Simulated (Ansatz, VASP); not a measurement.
**Two plane-wave programs on MgS**

INCAR

```
  PREC = Accurate
  ENCUT = 520
  EDIFF = 1E-6
  ISMEAR = 0
  SIGMA = 0.05
  LREAL = False
  LASPH = True
  NELM = 60
  ALGO = Normal
  ISIF = 2
  LWAVE = False
  LCHARG = False
  GGA = PE
  NBANDS = 11
```

The input KPOINTS:

```
Automatic mesh
0
Gamma
  8 8 8
```

Contents of POSCAR:

```
MgS
1.0
    0.0000000000      2.5366087500      2.6016500000
    2.5366087500      0.0000000000      2.6016500000
    2.5366087500      2.5366087500      0.0000000000
Mg S
1 1
Direct
    0.0000000000      0.0000000000      0.0000000000
    0.5000000000      0.5000000000      0.5000000000
```

Input for Ansatz:

```yaml
crystal:
  lattice:
    - [0.0, 2.53660875, 2.60165]
    - [2.53660875, 0.0, 2.60165]
    - [2.53660875, 2.53660875, 0.0]
  atoms:
    - { symbol: Mg, position: [0.0, 0.0, 0.0] }
    - { symbol: S, position: [0.5, 0.5, 0.5] }
basis:
  ecutwfc: 420
kpoints:
  mp_grid: { grid: [8, 8, 8] }
hamiltonian:
  xc: pbe
scf:
  occupations: { method: gaussian, width: 0.05 }
output:
  forces: true
  stress: true
  eigenvalues: true
  write_density: true
  write_potential: true
  elf: true
  volumetric_format: npy
```

Change from the starting cell: strain -0.025 along x and y, +0.000 along z, atoms carried along.

Alike in both runs: task single point; functional PBE; k mesh 8 × 8 × 8; occupations gaussian, width 0.05 eV; no spin polarisation.

|  | VASP | Ansatz |
| --- | --- | --- |
| version | VASP 6.6.1 | Ansatz 0.2.0 |
| potentials or method | VASP PAW PBE potentials, release 64 (Mg, S) | scalar-relativistic, plane waves, PAW |
| plane-wave cutoff (eV) | 520 | 420 |
| valence electrons in the cell | 8 | 16 |

|  | VASP | Ansatz | Ansatz less VASP |
| --- | --- | --- | --- |
| gap on the k mesh at the Fermi level (eV) | 2.77 | 2.78 | +0.011 |
| least direct gap on the mesh (eV) | 4.05 | 4.06 | +0.010 |
| pressure (GPa) | 5.4 | 5.7 | +0.32 |
| largest component of the traceless stress (GPa) | 2.25 | 2.26 | +0.007 |

With one functional, cell and mesh, what is left measures potentials, basis and numerics. The two sets of potentials don't hold the same shells in valence.

A k mesh can miss the band edges.
